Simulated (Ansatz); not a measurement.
**Phonon spectrum of AlNi**

Computed with DFT PBEsol, scalar-relativistic, plane waves, PAW (Ansatz). Cutoff 420 eV, 16×16×16 k-points (Γ-centred), Fermi-Dirac smearing of 0.15 eV. No spin polarisation. Phonons by linear response, acoustic sum rule imposed.

Equilibrium structure at this level:
```yaml
crystal:
  lattice:
    - [2.02459, -2.02459, 0.00000]
    - [2.02459, 2.02459, 0.00000]
    - [0.00000, 0.00000, 2.86323]
  atoms:
    - { symbol: Al, position: [0.00000, 0.00000, 0.00000] }
    - { symbol: Ni, position: [0.50000, 0.50000, 0.50000] }
```

In a metal, frequencies and elastic constants depend on the k mesh and the smearing, soft modes and shear constants most. Spin polarisation was left out, and a magnetic state may lie lower. Some empty bands missed the eigensolver's threshold.

Force constants from linear response on a 4×4×4 q mesh.

Question: Is the structure dynamically stable on the q mesh?

Answer: Yes, on this mesh: no mode is imaginary.

Question: Give the frequencies (cm⁻¹) at the points of high symmetry.

Answer:
| point | q | frequencies |
| --- | --- | --- |
| X | 0.000 0.500 0.000 | 173 173 206 270 270 374 |
| M | 0.500 0.500 0.000 | 130 130 197 262 359 359 |
| R | 0.500 0.500 0.500 | 170 170 170 342 342 342 |

Whether AlNi exists in this form wasn't checked.

Cost: 1 run of about 47 core-minutes, on AMD EPYC 7R43 (Zen 3) (shared hosts).